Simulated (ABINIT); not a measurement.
## Ge in ABINIT: the effect of functional

Ge:

```
Ge
1.0
     1.48805   -2.59469    0.00000
     1.48805    2.59469    0.00000
     0.00000    0.00000    4.72760
Ge
2
Direct
  0.33345 0.66655 0.25000
  0.66655 0.33345 0.75000
```

This isn't the form of Ge at room conditions, which is diamond.

Alike in all runs:

| Item | Value |
| --- | --- |
| Program | ABINIT 10.8.3 (patched build) |
| Task | band structure |
| Potentials or basis | JTH PAW PBE v2.0 |
| Cutoff | 707 eV |
| k mesh | 10 × 10 × 6 |
| Occupations | fermi-dirac, width 0.05 eV |
| Spin | no spin polarisation |

```tsv
functional	pressure (GPa)
LDA	-1.0
PBEsol	?
BLYP	11.5
AM05	0.1
```

What does the run with functional PBEsol give?

Pressure 0.8 GPa.

Caveats: the PAW data sets were made with another functional, which shifts forces and pressure a little.

Runs at the PBE level aren't shown here.
